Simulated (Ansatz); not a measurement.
Runs of Ansatz 0.2.0 on SiC (Moissanite). The structure is hexagonal, space group P6_3mc (No. 186). Conventional cell: a = 3.076 Å, b = 3.076 Å, c = 5.048 Å, α = 90.00°, β = 90.00°, γ = 120.00°. Si (site symmetry 3m) is surrounded by 4 C at 1.87 to 1.94 Å. C (site symmetry 3m) is surrounded by 4 Si at 1.87 to 1.94 Å. 

```tsv
task	level	potentials or basis	k mesh	cutoff (eV)	smearing	points for each segment of the path	atoms under strain	gap on the mesh (eV)	pressure (GPa)	V0 of scaled cells (Å³/atom)	B0 (GPa)	largest force (eV/Å)
equation of state	BPBE	Ansatz PAW	10 × 10 × 5	420	fermi-dirac 0.05 eV	-	-	-	-	(a)	213	-
band structure	PBE	Ansatz PAW earlier set	10 × 10 × 5	820	fermi-dirac 0.05 eV	14	-	2.48	3.7	-	-	0.75
equation of state	LDA	PseudoDojo LDA	10 × 10 × 5	1116	fermi-dirac 0.05 eV	-	-	-	-	10.14	(b)	-
single point	PBE	Ansatz PAW	14 × 14 × 7	420	fermi-dirac 0.05 eV	-	-	2.41	3.7	-	-	0.75
elastic constants	PBEsol	Ansatz PAW	8 × 8 × 5	420	fixed	-	relaxed	2.38	0.0	-	-	-
```

Alike in all rows: no spin polarisation; cell as given.

**Question.** Estimate the missing entries.

**Answer.** (a) 10.52; (b) 229.

Caveats: the cell was scaled at fixed shape and fractional positions, which overstates the stiffness of a crystal with free parameters, most of all of layers and chains (some runs); odd divisions of the mesh miss points on the zone boundary, where band edges often lie, so the gap on the mesh can be too wide (some runs); the potentials were made for another functional, which shifts forces and pressure (some runs); the k mesh misses the band edges, so the gap on the mesh is wider than the one along the path (some runs); the PAW data sets come from PBE, with cores solved anew for the run's functional, which leaves a small shift of forces and pressure (some runs).
